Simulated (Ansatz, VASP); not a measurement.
# CoPtO2: VASP beside Ansatz

```
CELL_PARAMETERS angstrom
1.40318 0.81013 5.92725
-1.40318 0.81013 5.92725
0.00000 -1.62025 5.92725
ATOMIC_POSITIONS crystal
Co 0.50000 0.50000 0.50000
Pt 0.00000 0.00000 0.00000
O 0.88804 0.88804 0.88804
O 0.11196 0.11196 0.11196
```

Alike in both runs: functional PBE; k mesh 14 × 14 × 14; occupations gaussian, width 0.05 eV; no spin polarisation.

Ansatz relaxed the structure, and its values are those at the end. VASP's run is a single point on that final structure, the one shown.

|  | VASP | Ansatz |
| --- | --- | --- |
| version | VASP 6.6.1 | Ansatz 0.2.0 |
| potentials or method | VASP PAW PBE potentials, release 64 (Co, Pt, O) | scalar-relativistic, plane waves, PAW |
| plane-wave cutoff (eV) | 520 | 420 |
| valence electrons in the cell | 31 | 47 |

```tsv
	VASP	Ansatz	Ansatz less VASP
gap on the k mesh at the Fermi level (eV)	none	none	-
pressure (GPa)	10.4	10.2	-0.18
rms of the force components (eV/Å)	0.006	0.001	-0.0050
```

A gap of «none» marks a metal or a gap that the smearing closes. The two sets of potentials don't hold the same shells in valence.

Caveats: an odd number of electrons without spin polarisation forces a metal; a magnetic or distorted state may lie lower; the run has no spin polarisation, though such a crystal can be magnetic; semilocal functionals often make such compounds metallic where correlation or magnetic order opens a gap, which also shifts bond lengths. Spin polarisation is off, so any magnetic state and its effect on volume and gap are missing. With open d or f shells a metallic result of PBE can be an artefact of self-interaction; +U or a hybrid may open a gap.
